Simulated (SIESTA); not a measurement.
A run of SIESTA 5.4.2 is set up as follows.

Contents of GaN.fdf:

```
SystemName                      GaN
SystemLabel                     GaN
NumberOfSpecies                 2
NumberOfAtoms                   8
%block ChemicalSpeciesLabel
  1  31 Ga
  2   7 N
%endblock ChemicalSpeciesLabel

LatticeConstant                 1.0 Ang
%block LatticeVectors
     3.2115377864     0.0000000000     0.0000000000
    -1.6057688932     2.7812733083     0.0000000000
     0.0000000000     0.0000000000    10.3568400000
%endblock LatticeVectors
AtomicCoordinatesFormat         Fractional
%block AtomicCoordinatesAndAtomicSpecies
     0.0000000000     0.0000000000     0.7858680000  1  Ga
     0.6666666667     0.3333333333     0.0373490000  1  Ga
     0.3333333333     0.6666666667     0.5373490000  1  Ga
     0.0000000000     0.0000000000     0.2858680000  1  Ga
     0.0000000000     0.0000000000     0.0930380000  2  N
     0.6666666667     0.3333333333     0.3437450000  2  N
     0.0000000000     0.0000000000     0.5930380000  2  N
     0.3333333333     0.6666666667     0.8437450000  2  N
%endblock AtomicCoordinatesAndAtomicSpecies

%block kgrid.MonkhorstPack
   10   0   0  0.0
    0  10   0  0.0
    0   0   3  0.0
%endblock kgrid.MonkhorstPack
XC.Functional                   GGA
XC.Authors                      PBE
PAO.BasisSize                   TZP
PAO.EnergyShift                 0.003 Ry
Mesh.Cutoff                     800 Ry
OccupationFunction              FD
ElectronicTemperature           0.05 eV
MaxSCFIterations                120
SCF.MustConverge                false
SCF.Mixer.Method                Pulay
SCF.Mixer.Weight                0.25
SCF.Mixer.History               8
SCF.DM.Tolerance                5.0e-05
SCF.H.Tolerance                 1.0e-03 eV
WriteForces                     true
Charge.Mulliken                 end
BandLinesScale                  ReciprocalLatticeVectors
%block BandLines
    1    0.000000   0.000000   0.000000  \Gamma
   13    0.500000   0.000000   0.000000  M
    7    0.333333   0.333333   0.000000  K
   15    0.000000   0.000000   0.000000  \Gamma
    3    0.000000   0.000000   0.500000  A
   13    0.500000   0.000000   0.500000  L
    7    0.333333   0.333333   0.500000  H
   15    0.000000   0.000000   0.500000  A
    1    0.500000   0.000000   0.500000  L
    3    0.500000   0.000000   0.000000  M
    1    0.333333   0.333333   0.000000  K
    3    0.333333   0.333333   0.500000  H
%endblock BandLines
%block PAO.Basis
  Ga 4
  n=4 0 3
    6.575 0.000 0.000
  n=4 1 3
    9.448 0.000 0.000
  n=3 2 2
    3.582 0.000
  n=4 2 1
    9.448
%endblock PAO.Basis
```

Potentials or basis: PseudoDojo 0.4 standard (PBE files), TZP (energy shift 0.003 Ry; two zetas on semicore shells).

Launch:

```sh
$ siesta < GaN.fdf > GaN.out 2>&1
```

**Question.** Estimate the largest force.

**Answer.** 0.487 eV/Å.

**Question.** Estimate the pressure.

**Answer.** 1.9 GPa.

**Question.** Estimate the band gap along the path.

**Answer.** 0.84 eV, direct.

Stress tensor (GPa, compression positive):
```
-0.47 -0.01  0.00
-0.01 -0.47  0.00
 0.00  0.00  6.53
```

Caveat: the basis of atomic orbitals isn't converged, which shifts pressures, moduli and gaps.

**Experimental background.**

“Studying electronic properties in GaN without electrical contacts using γ-γ vs e−-γ Perturbed Angular Correlations”, 2019, pmc:6823545 quotes, for a bulk crystal of GaN: band gap 3.503 ± 0.005 eV (direct).

Against the measured gap of GaN, 3.503 eV (direct; quoted in “Studying electronic properties in GaN without electrical contacts using γ-γ vs e−-γ Perturbed Angular Correlations”, 2019, pmc:6823545), the calculated 0.84 eV is off by -2.66 eV. So large a miss can be the level of theory's own, or it may mean another phase, state or a wrong row. Spin-orbit coupling on Ga is left out. The value is that of PBE in an atomic basis (PseudoDojo 0.4 standard (PBE files), TZP (energy shift 0.003 Ry; two zetas on semicore shells)), whose error adds to the functional's,, without temperature or zero-point motion. Semilocal functionals fall short of measured gaps as a rule. The cell is a database's relaxed one, not the measured one, which moves gaps too.
